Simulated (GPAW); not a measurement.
# Bi (buckled honeycomb monolayer): G0W0 on several meshes in GPAW

How does the mesh move the gap of Bi (buckled honeycomb monolayer)?

Calculated with GPAW 26.7.0; PBE and many-body steps on it, plane waves.

## Step 1: Set-up

The cell holds 2 atoms: 2 Bi. Its edges and angles: a = 4.353 Å, b = 4.353 Å, c = 12.600 Å, α = 90.0°, β = 90.0°, γ = 120.0°. Vacuum lies along c.

Coordinates:

```xyz
2
Lattice="4.3533 0.0000 0.0000 -2.1767 3.7701 0.0000 0.0000 0.0000 12.6000" Properties=species:S:1:pos:R:3
Bi    0.0000    2.5134    5.4415
Bi    2.1767    1.2567    7.1585
```

The structure was relaxed with PBE. The runs that relaxed it are not among those shown. Spin-orbit coupling is left out unless a step names it.

## Step 2: Empty states on the mesh, 6×6×1 mesh, 346 bands

This step: GPAW 26.7.0; DFT, PBE, plane waves, PAW.

The sums over transitions need many empty states on a uniform mesh; this step solves for them.

Contents of run.py:

```python
import json
import numpy as np
from gpaw.mpi import world
from gpaw import GPAW

calc = GPAW('gs.gpw').fixed_density(kpts={'size': (6, 6, 1), 'gamma': True},
    parallel={'domain': 1, 'band': 1},
    txt='nscf.txt')
calc.diagonalize_full_hamiltonian(nbands=346)
calc.write('full.gpw', mode='all')
res = {}
kpts = calc.get_ibz_k_points()
res['kpts'] = kpts
res['eigenvalues'] = [calc.get_eigenvalues(kpt=k) for k in range(len(kpts))]
res['n_electrons'] = calc.get_number_of_electrons()

if world.rank == 0:
    with open('result.json', 'w') as f:
        json.dump(res, f, default=lambda x: x.tolist())
```

Run with:

```bash
mpirun -n 4 gpaw python run.py
```

Numbers of over 12 decimals in the logs are rounded to 6 here.

Output:

```text
Diagonalizing LCAO Hamiltonian
Converting LCAO to pw mode
convergence criteria:
- Maximum integral of absolute [eigenst]ate change: 4e-08 eV^2 / valence electron
maximum number of iterations: 100

SCF iterations
|iter     |     time |      energy | eigst |  dens |
|iter:   1|  |             | +1.31 |       |
|iter:   2|  |             | -0.46 |       |
|iter:   3|  |             | -2.10 |       |
|iter:   4|  |             | -3.74 |       |
|iter:   5|  |             | -5.09 |       |
|iter:   6|  |             | -6.30 |       |
|iter:   7|  |             | -7.36 |       |
|iter:   8|  |             | -7.68c|       |
SCF steps: 8
  __  _  _
 | _ |_)|_||  |
 |__||  | ||/\| - 26.7.0

Input parameters:
  mode=PW(ecut=450.000000),
  convergence={'density': 1e-06, 'bands': -3},
  gpts=array([24, 24, 63]),
  kpts=MonkhorstPack(size=(6, 6, 1), gamma=True),
  maxiter=100,
  nbands=22,
  occupations=Occupations(name='fermi-dirac', width=0.001, fixmagmom=False),
  parallel={'domain': 1, 'band': 1},
  xc=XC(name='PBE')
Matrix size: 4489x4489
# Writing to full.gpw (mode='all')
  [... matrices ...]

timing:  # [seconds]
  Total: 165.299  # ━━━━━━━━━━━━━━━━━━━━━━━━━━━━━━━━━━━━━━━━━━━━━━━━━━━━━━━━━
```

Elapsed: 2.8 min, on 4 MPI ranks of Arm Neoverse V1, shared host; peak memory 6.6 GiB; 11 min of CPU time.

Numbers from this step:

```
gap                                                           : 0.6127 eV
k of the valence top                                          : 0, 0, 0
k of the conduction bottom                                    : 0, 0, 0
least direct gap                                              : 0.6127 eV
k points computed                                             : 7
lowest point of the top converged band, above the valence top : 77.6330 eV
```

On this mesh the gap is 0.613 eV.

## Step 3: 6×6×1

Now the one-shot GW correction: screening in the RPA, then the self-energy of the levels asked for.

This step: G0W0 on PBE, plane waves, PAW.

Contents of run.py:

```python
import json
import numpy as np
from gpaw.mpi import world
from gpaw.response.g0w0 import G0W0

gw = G0W0('full.gpw',
    filename='gw',
    kpts=[0],
    bands=(13, 17),
    ecut=24,
    nbands=55,
    truncation='2D',
    integrate_gamma='sphere',
    q0_correction=True,
    frequencies={'type': 'nonlinear', 'domega0': 0.15, 'omega2': 15.0},
    eta=0.1,
    nblocksmax=True)
gw.calculate()
res = {mode: {k: v for k, v in r.items() if k != 'sigma_eskwn'}
       for mode, r in gw.all_results.items()}

if world.rank == 0:
    with open('result.json', 'w') as f:
        json.dump(res, f, default=lambda x: x.tolist())
```

Run with:

```bash
mpirun -n 4 gpaw python run.py
```

Output:

```text
Using integrator: PointIntegrator
NonLinearFrequencyDescriptor(from 0.000 to 42.962 eV, 132 points)
Nonperiodic BCs:  [False False  True]
Using integrator: PointIntegrator
NonLinearFrequencyDescriptor(from 0.000 to 42.962 eV, 132 points)
Nonperiodic BCs:  [False False  True]
Applying analytical 2D correction to W:
    Evaluating Gamma point contribution to W on a 19x19x1 grid
  ___  _ _ _
 |   || | | |
 | | || | | |
 |__ ||_____|
 |___|

BZ k-points: Symmetries present (total): 12

  [... matrices ...]
36 k-points: 6 x 6 x 1 Monkhorst-Pack grid + [1/12,1/12,0.000000]
7 k-points in the irreducible part of the Brillouin zone
       k-points in crystal coordinates                weights
   0:     0.00000000    0.00000000    0.00000000          1/36
   1:     0.16666667    0.00000000    0.00000000          6/36
   2:     0.33333333   -0.16666667    0.00000000          6/36
   3:     0.33333333    0.00000000    0.00000000          6/36
   4:     0.33333333    0.33333333    0.00000000          2/36
   5:     0.50000000    0.33333333    0.00000000         12/36
   6:     0.50000000    0.50000000    0.00000000          3/36

Distributing spins, k-points and bands (1 x 1 x 4) over 1 process
Number of blocks: 4

Quasi particle states:
k-points (IBZ indices): [0]
Band range: (13, 17)
  [... matrices ...]
Computational parameters:
Plane wave cut-off: 24 eV
Number of bands: 55
Coulomb cutoff: 2D
Broadening: 0.1 eV

fxc modes: GW
Kernel: RPA
Using full-frequency real axis integration
Summing all q:

Calculating screened Coulomb potential
2D Coulomb truncation
NonLinearFrequencyDescriptor(from 0.000 to 42.962 eV, 132 points)
Removing empty qpoint cache files...

Calculating chi0 body with:
    Ground state adapter containing:
    Number of spins: 1
    Number of kpoints: 36
    Number of irreducible kpoints: 7
    Number of completely occupied states: 15
    Number of partially occupied states: 15
    Occupied states memory: 8.3056640625 M / cpu

    Linear response parametrization:
    q_c: [1.3877787807814457e-17, 1.3877787807814457e-17, 0.0]
    Number of frequency points: 132
    Planewave cutoff: 24.0
    Number of bands: 55
    Number of planewaves: 53
    Broadening (eta): 0.1
    comm.size: 4
    kncomm.size: 1
    blockcomm.size: 4

    Memory estimate of potentially large arrays:
        chi0_wGG: 1.414444 M / cpu
Integrating chi0 body.

Symmetries of q_c:
    Direct symmetries (Uq -> q): 12
    Indirect symmetries (TUq -> q): 0
In total 12 allowed symmetries.

  [... matrices ...]
7 groups of equivalent kpoints. 80.555556% reduction.

Integral kind: spectral function
Integrating chi0 head and wings.

Symmetries of q_c:
    Direct symmetries (Uq -> q): 12
    Indirect symmetries (TUq -> q): 0
In total 12 allowed symmetries.

  [... matrices ...]
7 groups of equivalent kpoints. 80.555556% reduction.

Integral kind: spectral function wings

Calculating chi0 body with:
    Ground state adapter containing:
    Number of spins: 1
    Number of kpoints: 36
    Number of irreducible kpoints: 7
    Number of completely occupied states: 15
    Number of partially occupied states: 15
[... the further q-points ...]

Results:
f:      Occupation numbers
eps:     KS-eigenvalues [eV]
vxc:     KS vxc [eV]
exx:     Exact exchange [eV]
sigma:   Self-energies [eV]
dsigma:  Self-energy derivatives
Z:       Renormalization factors
qp:      QP-energies [eV]

k-point 0 (0): (0.000, 0.000, 0.000)                GW
band       f     eps     vxc     exx   sigma  dsigma       Z      qp
                                                                   GW
  13   1.000  -0.808 -13.569 -14.423   1.236  -0.457   0.686  -0.546
  14   1.000  -0.808 -13.569 -14.423   1.236  -0.457   0.686  -0.546
  15   0.000  -0.195 -11.194  -8.499  -1.752  -0.467   0.682   0.448
  16   0.000   1.768 -12.908  -9.246  -2.298  -0.565   0.639   2.640
```

Elapsed: 28 s, on 4 MPI ranks; peak memory 1.1 GiB.

This step gave:

| Item | Value |
| --- | --- |
| G0W0 gap on the points computed | 0.9939 eV |
| least direct G0W0 gap on the computed points | 0.9939 eV |
| Z at the valence top | 0.6864 |
| Z at the conduction bottom | 0.6816 |
| starting gap on the mesh | 0.6127 eV |
| k of the valence top | 0, 0, 0 |
| k of the conduction bottom | 0, 0, 0 |

The gap on the mesh goes from 0.61 eV to 0.99 eV, a correction of +0.38 eV.

## Step 4: Empty states on the mesh, 9×9×1 mesh, 65 bands

This step: DFT, PBE, plane waves, PAW.

Contents of run.py:

```python
import json
import numpy as np
from gpaw.mpi import world
from gpaw import GPAW

calc = GPAW('gs.gpw').fixed_density(kpts={'size': (9, 9, 1), 'gamma': True},
    nbands=75,
    convergence={'bands': 65},
    txt='nscf.txt')
calc.write('full.gpw', mode='all')
res = {}
kpts = calc.get_ibz_k_points()
res['kpts'] = kpts
res['eigenvalues'] = [calc.get_eigenvalues(kpt=k) for k in range(len(kpts))]
res['n_electrons'] = calc.get_number_of_electrons()

if world.rank == 0:
    with open('result.json', 'w') as f:
        json.dump(res, f, default=lambda x: x.tolist())
```

Run with:

```bash
mpirun -n 4 gpaw python run.py
```

Output:

```text
Diagonalizing LCAO Hamiltonian
Converting LCAO to pw mode
convergence criteria:
- Maximum integral of absolute [eigenst]ate change: 4e-08 eV^2 / valence electron
maximum number of iterations: 100

SCF iterations
|iter     |     time |      energy | eigst |  dens |
|iter:   1|  |             | +3.60 |       |
|iter:   2|  |             | +2.16 |       |
|iter:   3|  |             | +0.99 |       |
[...]
|iter:  13|  |             | -6.65 |       |
|iter:  14|  |             | -7.23 |       |
|iter:  15|  |             | -7.59c|       |
SCF steps: 15
  __  _  _
 | _ |_)|_||  |
 |__||  | ||/\| - 26.7.0

Input parameters:
  mode=PW(ecut=450.000000),
  convergence={'bands': 65},
  gpts=array([24, 24, 63]),
  kpts=MonkhorstPack(size=(9, 9, 1), gamma=True),
  maxiter=100,
  nbands=75,
  occupations=Occupations(name='fermi-dirac', width=0.001, fixmagmom=False),
  parallel={},
  xc=XC(name='PBE')
# Writing to full.gpw (mode='all')
  [... matrices ...]

timing:  # [seconds]
  Total: 0.042  # ━━━━━━━━━━━━━━━━━━━━━━━━━━━━━━━━━━━━━━━━━━━━━━━━━━━━━━━━━━━
```

Elapsed: 30 s, on 4 MPI ranks; peak memory 0.91 GiB; 2 min of CPU time.

This step gave:

| Item | Value |
| --- | --- |
| gap | 0.6127 eV |
| k of the valence top | 0, 0, 0 |
| k of the conduction bottom | 0, 0, 0 |
| least direct gap | 0.6127 eV |
| k points computed | 12 |
| lowest point of the top converged band, above the valence top | 21.85 eV |

On this mesh the gap is 0.613 eV.

## Step 5: 9×9×1

This step: G0W0 on PBE, plane waves, PAW.

Contents of run.py:

```python
import json
import numpy as np
from gpaw.mpi import world
from gpaw.response.g0w0 import G0W0

gw = G0W0('full.gpw',
    filename='gw',
    kpts=[0],
    bands=(13, 17),
    ecut=24,
    nbands=55,
    truncation='2D',
    integrate_gamma='sphere',
    q0_correction=True,
    frequencies={'type': 'nonlinear', 'domega0': 0.15, 'omega2': 15.0},
    eta=0.1,
    nblocksmax=True)
gw.calculate()
res = {mode: {k: v for k, v in r.items() if k != 'sigma_eskwn'}
       for mode, r in gw.all_results.items()}

if world.rank == 0:
    with open('result.json', 'w') as f:
        json.dump(res, f, default=lambda x: x.tolist())
```

Run with:

```bash
mpirun -n 4 gpaw python run.py
```

Output:

```text
Using integrator: PointIntegrator
NonLinearFrequencyDescriptor(from 0.000 to 43.686 eV, 133 points)
Nonperiodic BCs:  [False False  True]
Using integrator: PointIntegrator
NonLinearFrequencyDescriptor(from 0.000 to 43.686 eV, 133 points)
Nonperiodic BCs:  [False False  True]
Applying analytical 2D correction to W:
    Evaluating Gamma point contribution to W on a 13x13x1 grid
  ___  _ _ _
 |   || | | |
 | | || | | |
 |__ ||_____|
 |___|

BZ k-points: Symmetries present (total): 12

  [... matrices ...]
81 k-points: 9 x 9 x 1 Monkhorst-Pack grid
12 k-points in the irreducible part of the Brillouin zone
       k-points in crystal coordinates                weights
   0:     0.00000000    0.00000000    0.00000000          1/81
   1:     0.11111111    0.00000000    0.00000000          6/81
   2:     0.22222222   -0.11111111    0.00000000          6/81
[...]
9:     0.44444444    0.00000000    0.00000000          6/81
          ...
  11:     0.44444444    0.44444444    0.00000000          6/81

Distributing spins, k-points and bands (1 x 1 x 4) over 1 process
Number of blocks: 4

Quasi particle states:
k-points (IBZ indices): [0]
Band range: (13, 17)
  [... matrices ...]
Computational parameters:
Plane wave cut-off: 24 eV
Number of bands: 55
Coulomb cutoff: 2D
Broadening: 0.1 eV

fxc modes: GW
Kernel: RPA
Using full-frequency real axis integration
Summing all q:

Calculating screened Coulomb potential
2D Coulomb truncation
NonLinearFrequencyDescriptor(from 0.000 to 43.686 eV, 133 points)
Removing empty qpoint cache files...

Calculating chi0 body with:
    Ground state adapter containing:
    Number of spins: 1
    Number of kpoints: 81
    Number of irreducible kpoints: 12
    Number of completely occupied states: 15
    Number of partially occupied states: 15
    Occupied states memory: 8.3056640625 M / cpu

    Linear response parametrization:
    q_c: [0.0, 0.0, 0.0]
    Number of frequency points: 133
    Planewave cutoff: 24.0
    Number of bands: 55
    Number of planewaves: 53
    Broadening (eta): 0.1
    comm.size: 4
    kncomm.size: 1
    blockcomm.size: 4

    Memory estimate of potentially large arrays:
        chi0_wGG: 1.425159 M / cpu
Integrating chi0 body.

Symmetries of q_c:
    Direct symmetries (Uq -> q): 12
    Indirect symmetries (TUq -> q): 0
In total 12 allowed symmetries.

  [... matrices ...]
12 groups of equivalent kpoints. 85.185185% reduction.

Integral kind: spectral function
Integrating chi0 head and wings.

Symmetries of q_c:
    Direct symmetries (Uq -> q): 12
    Indirect symmetries (TUq -> q): 0
In total 12 allowed symmetries.

  [... matrices ...]
12 groups of equivalent kpoints. 85.185185% reduction.

Integral kind: spectral function wings

Calculating chi0 body with:
    Ground state adapter containing:
    Number of spins: 1
    Number of kpoints: 81
    Number of irreducible kpoints: 12
    Number of completely occupied states: 15
    Number of partially occupied states: 15
    Occupied states memory: 8.3056640625 M / cpu

[... the further q-points ...]

Results:
f:      Occupation numbers
eps:     KS-eigenvalues [eV]
vxc:     KS vxc [eV]
exx:     Exact exchange [eV]
sigma:   Self-energies [eV]
dsigma:  Self-energy derivatives
Z:       Renormalization factors
qp:      QP-energies [eV]

k-point 0 (0): (0.000, 0.000, 0.000)                GW
band       f     eps     vxc     exx   sigma  dsigma       Z      qp
                                                                   GW
  13   1.000  -0.808 -13.569 -14.283   1.068  -0.422   0.703  -0.559
  14   1.000  -0.808 -13.569 -14.283   1.068  -0.422   0.703  -0.559
  15   0.000  -0.195 -11.194  -8.696  -1.551  -0.427   0.701   0.468
  16   0.000   1.768 -12.908  -9.251  -2.268  -0.525   0.656   2.679
```

Wall time 91 s (4 MPI ranks); peak memory 2 GiB; 6 min of CPU time.

Numbers from this step:

```
G0W0 gap on the points computed              : 1.027 eV
least direct G0W0 gap on the computed points : 1.027 eV
Z at the valence top                         : 0.7031
Z at the conduction bottom                   : 0.7007
starting gap on the mesh                     : 0.6127 eV
k of the valence top                         : 0, 0, 0
k of the conduction bottom                   : 0, 0, 0
```

Against G0W0 in GPAW (6×6×1 mesh, 55 bands, screening to 24 eV, full frequency, Hilbert transform), the gap moves by +0.033 eV.

## Step 6: The runs together

Times are wall times on 4 MPI ranks of Arm Neoverse V1, shared host, good to a factor of about two.

```csv
run,mesh,bands,screening cutoff (eV),DFT gap (eV),gap on the mesh (eV),direct (eV),time
6×6×1,6×6×1,55,24,0.613,0.994,0.994,28 s
9×9×1,9×9×1,55,24,0.613,1.027,1.027,91 s
```

## Step 7: Results

```yaml
6x6x1: 0.994 eV
9x9x1: 1.027 eV
known_limits: not at the basis limit; model gap, bands may invert with spin-orbit coupling; no spin-orbit coupling
```

**Reading.** 9×9×1: +0.033 eV against 6×6×1. Bands and cutoff are finite, so the gap is not at the basis limit. The miss can reach some tenths of an eV and take either sign; the mesh is an error of its own. These stock PAW sets were not made for GW. In the G0W0 runs levels were corrected at 1 k point alone, so a gap called «on the mesh» is the least over those, and an edge elsewhere would be missed. Mesh or cutoff lie under what a gap needs, so these runs test behaviour and cost; their gaps are not to be quoted. Where an edge is built on 6p states of lead, bismuth or thallium, scalar-relativistic gaps usually stand too wide, by a few tenths to over one eV. With atoms this heavy and so narrow a gap, spin-orbit coupling can invert the bands. These scalar-relativistic gaps are then model values, not to be set against experiment, and a spin-orbit change taken from DFT can't simply be added.

[Paths, hosts, dates, memory and timing lines, banners, echoed tables and standing remarks are left out of the program output.]

[Logs are printed without paths, hosts, clocks, repeated set-up lines and the standing remarks that a program may print on its own settings, such as how far it seeks lower states.]

[Runs of the session that timed out or met a known fault of the program may be left out.]

[Hosts, paths, dates, database ids (printed as entryN), source tags and the programs' standing remarks are cut or masked in the printed files.]
